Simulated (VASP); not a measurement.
# Au (P6_3/mmc) in VASP: single point with r2SCAN

Aim: the single point of Au with r2SCAN.

Everything below comes from runs of VASP 6.6.1. Logs are shortened: lines on timing, memory, paths and dates and some standing lists are left out, and cuts for length are marked.

### Step 1. The crystal as given

Symmetry: P6_3/mmc, No. 194, hexagonal system. The conventional cell has a = 2.900 Å, b = 2.900 Å, c = 4.880 Å, α = 90.00°, β = 90.00°, γ = 120.00°. Au (site symmetry -6m2) has 12 Au at 2.90 to 2.96 Å as nearest neighbours.

This isn't the form of Au at room conditions, which is fcc.

### Step 2. Single point, r2SCAN

POSCAR

```
Au
1.0
    2.8999984104      0.0000000000      0.0000000000
   -1.4499992052      2.5114722944      0.0000000000
    0.0000000000      0.0000000000      4.8800000000
Au
2
Direct
    0.3333333333      0.6666666667      0.7500000000
    0.6666666667      0.3333333333      0.2500000000
```

INCAR.step1

```
ALGO = Normal
EDIFF = 1E-4
ENCUT = 520
GGA = PE
ISMEAR = 0
LASPH = True
LCHARG = False
LREAL = False
LWAVE = True
NBANDS = 18
NELM = 100
PREC = Accurate
SIGMA = 0.15
```

INCAR.step2

```
ALGO = Normal
EDIFF = 1E-6
ENCUT = 520
ISIF = 2
ISMEAR = 0
ISTART = 1
LASPH = True
LCHARG = False
LMIXTAU = True
LREAL = False
LWAVE = False
METAGGA = R2SCAN
NBANDS = 18
NELM = 100
PREC = Accurate
SIGMA = 0.15
```

KPOINTS

```
k-points
0
Gamma
  18 18 10
```

Potentials or basis: VASP PAW PBE potentials, release 64 (Au).

Run with:

```console
> cat potpaw_PBE.64/Au/POTCAR > POTCAR
> cp INCAR.step1 INCAR
> mpirun -np 1 vasp_std > vasp.out
> cp INCAR.step2 INCAR
> mpirun -np 1 vasp_std > vasp.out
```

OUTCAR:

```text
EDIFF = 1E-6
   ENCUT = 520
   ISIF = 2
   ISMEAR = 0
   ISTART = 1
   LASPH = True
   LREAL = False
   METAGGA = R2SCAN
   NELM = 100
   PREC = Accurate

 ion  position               nearest neighbor table
   1  0.333  0.667  0.750-   2 2.96   2 2.96   2 2.96   2 2.96   2 2.96   2 2.96
   2  0.667  0.333  0.250-   1 2.96   1 2.96   1 2.96   1 2.96   1 2.96   1 2.96

  LATTYP: Found a hexagonal cell.
 ALAT       =     2.8999984104
 C/A-ratio  =     1.6827595431

  Lattice vectors:

 A1 = (   2.8999984104,   0.0000000000,   0.0000000000)
 A2 = (  -1.4499992052,   2.5114722944,   0.0000000000)
 A3 = (   0.0000000000,   0.0000000000,   4.8800000000)

Analysis of symmetry for initial positions (statically):
=====================================================================
 Subroutine PRICEL returns:
 Original cell was already a primitive cell.

 Routine SETGRP: Setting up the symmetry group for a
 hexagonal supercell.

 Subroutine GETGRP returns: Found 24 space group operations
 (whereof 12 operations were pure point group operations)
 out of a pool of 24 trial point group operations.

The static configuration has the point symmetry D_3d.
 The point group associated with its full space group is D_6h.

Analysis of symmetry for dynamics (positions and initial velocities):
=====================================================================
 Subroutine PRICEL returns:
 Original cell was already a primitive cell.

 Routine SETGRP: Setting up the symmetry group for a
 hexagonal supercell.

 Subroutine GETGRP returns: Found 24 space group operations
 (whereof 12 operations were pure point group operations)
 out of a pool of 24 trial point group operations.

The dynamic configuration has the point symmetry D_3d.
 The point group associated with its full space group is D_6h.

 Subroutine INISYM returns: Found 24 space group operations
 (whereof 12 operations are pure point group operations),
 and found     1 'primitive' translations

----------------------------------------------------------------------------------------

                                     Primitive cell

  volume of cell :      35.5423

  direct lattice vectors                    reciprocal lattice vectors
     2.899998410  0.000000000  0.000000000     0.344827775  0.199086409  0.000000000
    -1.449999205  2.511472294  0.000000000     0.000000000  0.398172818  0.000000000
     0.000000000  0.000000000  4.880000000     0.000000000  0.000000000  0.204918033

  length of vectors
     2.899998410  2.899998410  4.880000000     0.398172818  0.398172818  0.204918033

  position of ions in fractional coordinates (direct lattice)
     0.333333333  0.666666667  0.750000000
     0.666666667  0.333333333  0.250000000

  ion indices of the primitive-cell ions
   primitive index   ion index
                 1           1
                 2           2

----------------------------------------------------------------------------------------

 KPOINTS: k-points

Automatic generation of k-mesh.
 Grid dimensions read from file:
 generate k-points for:   18   18   10

 Generating k-lattice:

  Cartesian coordinates                     Fractional coordinates (reciprocal lattice)
     0.019157099  0.011060356  0.000000000     0.055555556  0.000000000  0.000000000
     0.000000000  0.022120712  0.000000000     0.000000000  0.055555556  0.000000000
     0.000000000  0.000000000  0.020491803     0.000000000  0.000000000  0.100000000

  Length of vectors
     0.022120712  0.022120712  0.020491803

  Shift w.r.t. Gamma in fractional coordinates (k-lattice)
     0.000000000  0.000000000  0.000000000

 Subroutine IBZKPT returns following result:
 ===========================================

 Found    222 irreducible k-points:

 Following reciprocal coordinates:
            Coordinates               Weight
  0.000000  0.000000  0.000000      1.000000
  0.055556  0.000000  0.000000      6.000000
  0.111111  0.000000  0.000000      6.000000
  0.166667  0.000000  0.000000      6.000000
  0.222222 -0.000000  0.000000      6.000000
  0.277778 -0.000000  0.000000      6.000000
[... 16 lines left out ...]
  0.333333  0.111111  0.000000     12.000000
  0.388889  0.111111  0.000000     12.000000
 [... further k-points ...]
   k-points           NKPTS =    222   k-points in BZ     NKDIM =    222   number of bands    NBANDS=     18
   number of dos      NEDOS =    301   number of ions     NIONS =      2
   total plane-waves  NPLWV =  20736
   dimension x,y,z NGX =    24 NGY =   24 NGZ =   36
   dimension x,y,z NGXF=    48 NGYF=   48 NGZF=   72
   ions per type =               2
   NGX,Y,Z   is equivalent  to a cutoff of  13.76, 13.76, 12.26 a.u.
   NGXF,Y,Z  is equivalent  to a cutoff of  27.52, 27.52, 24.53 a.u.
 SYSTEM =  unknown system
   PREC   = accura    normal or accurate (medium, high low for compatibility)
   ISTART =      1    job   : 0-new  1-cont  2-samecut
   ICHARG =      0    charge: 1-file 2-atom 10-const
   ISPIN  =      1    spin polarized calculation?
   LNONCOLLINEAR =      F non collinear calculations
   LSORBIT =      F    spin-orbit coupling
   LASPH  =      T    aspherical Exc in radial PAW
   ENCUT  =  520.0 eV  38.22 Ry    6.18 a.u.   5.39  5.39  9.07*2*pi/ulx,y,z
   NELM   =    100;   NELMIN=  2; NELMDL=  0     # of ELM steps
   EDIFF  = 0.1E-05   stopping-criterion for ELM
   LREAL  =      F    real-space projection
   EDIFFG = 0.1E-04   stopping-criterion for IOM
   NSW    =      0    number of steps for IOM
   IBRION =     -1    ionic relax: 0-MD 1-quasi-New 2-CG
   NFREE  =      0    steps in history (QN), initial steepest desc. (CG)
   ISIF   =      2    stress and relaxation
   ISYM   =      2    0-nonsym 1-usesym 2-fastsym
   POTIM  = 0.5000    time-step for ionic-motion
   TEBEG  =    0.0;   TEEND  =   0.0 temperature during run
   PSTRESS=    0.0 pullay stress
   NELECT =      22.0000    total number of electrons
   NUPDOWN=      -1.0000    fix difference up-down
   EMIN   =  10.00;   EMAX   =-10.00  energy-range for DOS
   EFERMI =   0.00;   METHOD = LEGACY
   ISMEAR =     0;   SIGMA  =   0.15  broadening in eV -4-tet -1-fermi 0-gaus
   EFERMI_NEDOS =   21; number of points for ismear=-14 and -15
   IALGO  =     38    algorithm
   IMIX   =      4    mixing-type and parameters
     AMIX     =   0.40;   BMIX     =  1.00
     AMIX_MAG =   1.60;   BMIX_MAG =  1.00
  volume/ion in A,a.u.               =      17.77       119.93
  Fermi-wavevector in a.u.,A,eV,Ry     =   1.395191  2.636529 26.484537  1.946559
  Thomas-Fermi vector in A             =   2.518667
   LORBIT       =      0    0 simple, 1 ext, 2 COOP (PROOUT), +10 PAW based schemes
   METAGGA = R2SCAN    functional components
   LHFCALC =     F    Hartree Fock is set to
   AEXX    =    0.0000 exact exchange contribution
   IVDW    =     0    specifies the selected vdW correction
   LEPSILON=     F    determine dielectric tensor
   LRPA    =     F    only Hartree local field effects (RPA)
 non-spin polarized calculation
 Gauss-broadening in eV      SIGMA  =   0.15
  energy-cutoff  :      520.00
  volume of cell :       35.54
 maximum number of plane-waves:       984
 NGX is ok and might be reduce to    24
   NGX = 11   NGY = 11   NGZ = 19

 number of electron      22.0000001 magnetization

 Free energy of the ion-electron system (eV)
  ---------------------------------------------------
  ext. energy  EPLUGINS =         0.00000000
  ---------------------------------------------------
  free energy    TOTEN  =      -101.17579478 eV

  energy without entropy =     -101.16735061  energy(sigma->0) =     -101.17157269

 E-fermi :   8.6306     XC(G=0): -13.3275

 val. band max:        8.6008714040   @ k =   0.2222   0.1111   0.3000
 cond. band min:       8.6368676532   @ k =   0.3889  -0.0000   0.4000
 fundamental gap:      0.0359962493
 Fermi energy:         8.6305819267

 k-point     1 :       0.0000    0.0000    0.0000
  band No.  band energies     occupation
      1      -0.9917      2.00000
      2       1.3426      2.00000
      3       3.7415      2.00000
      4       4.0218      2.00000
      5       4.0218      2.00000
      6       4.3129      2.00000
[... 10 lines left out ...]
     17      27.5494      0.00000
     18      27.5494      0.00000

 k-point     2 :       0.0556    0.0000    0.0000
  band No.  band energies     occupation
      1      -0.8931      2.00000
      2       1.4236      2.00000
      3       3.7120      2.00000
      4       4.0459      2.00000
      5       4.0857      2.00000
      6       4.2791      2.00000
[... 10 lines left out ...]
     17      26.9804      0.00000
     18      27.1725      0.00000

 k-point     3 :       0.1111    0.0000    0.0000
  band No.  band energies     occupation
      1      -0.6036      2.00000
      2       1.6507      2.00000
      3       3.6158      2.00000
      4       4.1027      2.00000
      5       4.2322      2.00000
      6       4.2738      2.00000
[... 10 lines left out ...]
     17      25.8245      0.00000
     18      27.3650      0.00000

 k-point     4 :       0.1667    0.0000    0.0000
  band No.  band energies     occupation
      1      -0.1458      2.00000
      2       1.9638      2.00000
      3       3.5005      2.00000
      4       4.0059      2.00000
      5       4.2365      2.00000
      6       4.4118      2.00000
[... 10 lines left out ...]
     17      26.0361      0.00000
     18      26.7664      0.00000

 k-point     5 :       0.2222   -0.0000    0.0000
  band No.  band energies     occupation
      1       0.4318      2.00000
      2       2.2169      2.00000
      3       3.5023      2.00000
      4       3.7238      2.00000
      5       3.8900      2.00000
      6       4.5361      2.00000
[... 10 lines left out ...]
     17      26.0507      0.00000
     18      26.5063      0.00000

 k-point     6 :       0.2778   -0.0000    0.0000
  band No.  band energies     occupation
      1       1.0334      2.00000
      2       2.2507      2.00000
      3       3.2609      2.00000
      4       3.7221      2.00000
      5       3.8911      2.00000
      6       4.3786      2.00000
[... 10 lines left out ...]
     17      24.0943      0.00000
     18      26.0353      0.00000

 k-point     7 :       0.3333    0.0000    0.0000
  band No.  band energies     occupation
      1       1.5103      2.00000
      2       2.1358      2.00000
      3       2.8858      2.00000
      4       3.9352      2.00000
      5       4.2059      2.00000
      6       4.2409      2.00000
[... 10 lines left out ...]
     17      22.9548      0.00000
     18      25.3146      0.00000

 k-point     8 :       0.3889   -0.0000    0.0000
  band No.  band energies     occupation
      1       1.7636      2.00000
      2       2.0022      2.00000
      3       2.6121      2.00000
      4       4.1345      2.00000
      5       4.1907      2.00000
      6       4.3215      2.00000
[... 10 lines left out ...]
     17      21.8882      0.00000
     18      24.7172      0.00000
[... 229 lines left out ...]
     17      26.3775      0.00000
     18      26.9064      0.00000

 k-point    20 :       0.1667    0.1111    0.0000
  band No.  band energies     occupation
      1       0.6911      2.00000
      2       2.4473      2.00000
      3       3.2641      2.00000
      4       3.6289      2.00000
      5       3.9263      2.00000
      6       4.2496      2.00000
[... 10 lines left out ...]
     17      26.3973      0.00000
     18      26.4856      0.00000

 k-point    21 :       0.2222    0.1111    0.0000
  band No.  band energies     occupation
      1       1.2967      2.00000
      2       2.5067      2.00000
      3       3.2177      2.00000
      4       3.3861      2.00000
      5       3.9405      2.00000
      6       4.1081      2.00000
[... 10 lines left out ...]
     17      24.4006      0.00000
     18      25.6565      0.00000

 k-point    22 :       0.2778    0.1111    0.0000
  band No.  band energies     occupation
      1       1.7879      2.00000
      2       2.3778      2.00000
      3       2.8805      2.00000
      4       3.6947      2.00000
      5       4.0110      2.00000
      6       4.1182      2.00000
[... 10 lines left out ...]
     17      23.1150      0.00000
     18      24.8641      0.00000

 k-point    23 :       0.3333    0.1111    0.0000
  band No.  band energies     occupation
      1       2.0454      2.00000
      2       2.2334      2.00000
      3       2.6326      2.00000
      4       3.9621      2.00000
      5       4.0913      2.00000
      6       4.3668      2.00000
[... 10 lines left out ...]
     17      22.0546      0.00000
     18      24.2869      0.00000

 k-point    24 :       0.3889    0.1111    0.0000
  band No.  band energies     occupation
      1       2.1092      2.00000
      2       2.1545      2.00000
      3       2.4814      2.00000
      4       3.9570      2.00000
      5       4.2428      2.00000
      6       4.4226      2.00000
[... 10 lines left out ...]
     17      21.1467      0.00000
     18      23.9492      0.00000

 [... further k-points ...]

------------------------ aborting loop because EDIFF is reached ----------------------------------------

  FORCE on cell =-STRESS in cart. coord.  units (eV):
  Direction    XX          YY          ZZ          XY          YZ          ZX
  --------------------------------------------------------------------------------------
  -------------------------------------------------------------------------------------
  Total       -0.2833722     -0.2833722     -0.2637636      0.0000000      0.0000000      0.0000000
  in kB      -12.7738523    -12.7738523    -11.8899354      0.0000000      0.0000000      0.0000000
  external PRESSURE =     -12.4792133 kB  Pullay stress =       0.0000000 kB

 VOLUME and BASIS-vectors are now :
 -----------------------------------------------------------------------------
  energy-cutoff  :      520.00
  volume of cell :       35.54
      direct lattice vectors                 reciprocal lattice vectors
     2.899998410  0.000000000  0.000000000     0.344827775  0.199086409  0.000000000
    -1.449999205  2.511472294  0.000000000     0.000000000  0.398172818  0.000000000
     0.000000000  0.000000000  4.880000000     0.000000000  0.000000000  0.204918033

 POSITION                                       TOTAL-FORCE (eV/Angst)
 -----------------------------------------------------------------------------------
     -0.00000      1.67431      3.66000         0.000000     -0.000000      0.000000
      1.45000      0.83716      1.22000        -0.000000      0.000000      0.000000
 -----------------------------------------------------------------------------------
    total drift:                               -0.000000      0.000000     -0.000000

  FREE ENERGIE OF THE ION-ELECTRON SYSTEM (eV)
  ---------------------------------------------------
  free  energy   TOTEN  =      -101.1757947793 eV

  energy  without entropy=     -101.1673506067  energy(sigma->0) =     -101.17157269
```

It took 3.2 min on 1 thread of Intel Xeon Platinum 8488C (Sapphire Rapids), shared host; peak memory 0.25 GiB.

Results:

| Property | Result |
| --- | --- |
| Free energy | -101.1758 eV |
| Pressure | -1.2 GPa |
| Band gap on the k mesh | none (metal or under the smearing width) |

Levels at points of the mesh, in eV from the Fermi level:
```tsv
k point	band 9	band 10	band 11	band 12	band 13	band 14
(0.00, 0.00, 0.00)	-3.65	-2.35	-2.35	-0.78	2.53	15.48
(0.50, 0.00, 0.00)	-2.02	-1.85	0.44	1.56	5.94	7.38
(0.00, 0.00, 0.50)	-2.79	-2.79	-2.79	-2.79	10.81	10.81
(0.50, 0.00, 0.50)	-1.92	-1.92	0.70	0.70	3.93	3.93
```

Caveat: the PAW data sets were made with another functional, which shifts forces and pressure a little. The run has no spin-orbit coupling, so splittings on Au are missing.
